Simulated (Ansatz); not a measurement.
**ScHO2: a single-point run**

Aim: a sound single-point run of ScHO2. The structure is shown as the input types it.

Computed with Ansatz 0.2.0 (density functional or hybrid calculation with the settings of its input, plane waves (as first typed), unless a step's input says otherwise).

**1. The structure to begin with**

Symmetry: R-3m, No. 166, trigonal system. Conventional cell: a = 3.203 Å, b = 3.203 Å, c = 13.420 Å, α = 90.00°, β = 90.00°, γ = 120.00°. Sc (site symmetry -3m) is surrounded by 6 O at 2.12 Å. H (site symmetry -3m) is surrounded by 2 O at 1.20 Å. Around O (site symmetry 3m) lie 1 H at 1.20 Å.

As a file:

```xyz
4
Lattice="1.6016 0.9247 4.4732 -1.6016 0.9247 4.4732 0.0000 -1.8494 4.4732" Properties=species:S:1:pos:R:3 pbc="T T T"
Sc    0.0000    0.0000    0.0000
H     0.0000    0.0000    6.7098
O     0.0000    0.0000    7.9148
O     0.0000    0.0000    5.5048
```

**2. Running it**

File input.yaml:

```yaml
crystal:
  lattice:
    - [1.6016150647, 0.9246928887, 4.4731943132]
    - [-1.6016150647, 0.9246928887, 4.4731943132]
    - [0.0, -1.8493857775, 4.4731943132]
  atoms:
    - { symbol: Sc, position: [0.0, 0.0, 0.0] }
    - { symbol: H, position: [0.5, 0.5, 0.5] }
    - { symbol: O, position: [0.5897940841, 0.5897940841, 0.5897940841] }
    - { symbol: O, position: [0.4102059159, 0.4102059159, 0.4102059159] }
kpoints:
  mp_grid: { grid: [6, 6, 6] }
hamiltonian:
  xc: pbesol
scf:
  occupations: { method: fixed }
  n_extra_bands: 5
  max_iter: 86
output:
  forces: true
  stress: true
  eigenvalues: true
basis:
  ecutrho_ratio: 1
```

Started as:

```bash
$ ansatz run input.yaml --threads 4 --pin off --max-ram 4608MiB --backend cpu --events-out ev --progress --plain --runs-dir out
```

Q: Will this input give a usable result? If not, why, and what should change?

This run ends as converged, with warnings (cutoff below recommended). Its log warns: «basis.ecutrho_ratio = 1 (ecutrho = 420 eV) is below the records' recommended 1680 eV»

In the input, basis.ecutrho_ratio is 1. The density cutoff must be at least four times the energy cutoff of the waves.

To check: delete basis.ecutrho_ratio (the default then holds).
